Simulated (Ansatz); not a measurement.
# What strain does to NaF (wurtzite)

Wurtzite NaF (no longer in that coordination), relaxed with r2SCAN in the plane-wave code Ansatz. It is hexagonal, P6_3/mmc (No. 194); a = 3.868 Å, c = 4.551 Å in the conventional setting, 14.74 Å³ an atom. Na has 5 F at 2.23–2.28 Å; F has 5 Na at 2.23–2.28 Å. The cell started from the wurtzite prototype, but the relaxation took it to the higher symmetry P6_3/mmc (No. 194), so the name no longer describes it.

The axes x, y and z are those of this cell:
```
CELL_PARAMETERS angstrom
3.86806 0.00000 0.00000
-1.93403 3.34984 0.00000
0.00000 0.00000 4.55138
ATOMIC_POSITIONS crystal
Na 0.33333 0.66667 0.93750
Na 0.66667 0.33333 0.43750
F 0.33333 0.66667 0.43750
F 0.66667 0.33333 0.93750
```

Unstrained: With PBE the gap is 5.694 eV and direct, at Γ. r2SCAN gives a direct gap of 6.335 eV at Γ. The HSE06 gap is direct at Γ: 7.745 eV. Meshes: PBE 12×12×6, r2SCAN 12×12×6, HSE06 6×6×4. Strains are changes of length per length. After each strain the atoms were relaxed again with r2SCAN within the symmetry that the strain leaves, so tilts or polar shifts that break it weren't tested; points keep the names that they have in the unstrained zone. Simulation only: spin-unpolarised, and no claim that this is the phase found in nature.

Changes of the least gap in eV (an overlap counts as a negative gap):
```
                                                      strain  volume change (%)  space group     PBE  r2SCAN   HSE06  energy rise, r2SCAN (meV/atom)
                            isotropic +1.0 % on every length               +3.0     P6_3/mmc  -0.097  -0.093  -0.108                             1.6
                                     uniaxial +1.0 % along x               +1.0         Cmcm  -0.032  -0.031  -0.035                             0.2
epitaxial +1.5 % in the xy plane, free normal strain -0.48 %               +2.5     P6_3/mmc  -0.077  -0.076  -0.084                             1.8
                                     uniaxial -1.0 % along z               -1.0     P6_3/mmc  +0.034  +0.032  +0.039                             0.5
```

Isotropic +1.0 % on every length. HSE06: the gap goes from 7.745 to 7.637 eV (-0.108 eV). Stress change with r2SCAN, compression positive: xx -1.13, yy -1.13, zz -1.33 GPa. For HSE06, dE_g/d ln V = -3.6 eV over this step.

Uniaxial +1.0 % along x, other directions held. HSE06: the gap goes from 7.745 to 7.710 eV (-0.035 eV). Stress change with r2SCAN, compression positive: xx -0.54, yy -0.45, zz -0.18 GPa.

Epitaxial +1.5 % in the xy plane, free normal strain -0.48 %. HSE06: the gap goes from 7.745 to 7.661 eV (-0.084 eV). Stress change with r2SCAN, compression positive: xx -1.31, yy -1.31, zz -0.02 GPa.

Uniaxial -1.0 % along z, other directions held. HSE06: the gap goes from 7.745 to 7.784 eV (+0.039 eV). Stress change with r2SCAN, compression positive: xx +0.19, yy +0.19, zz +1.14 GPa.

The meshes of the hybrids are coarse, so their gaps aren't converged to the digits shown.
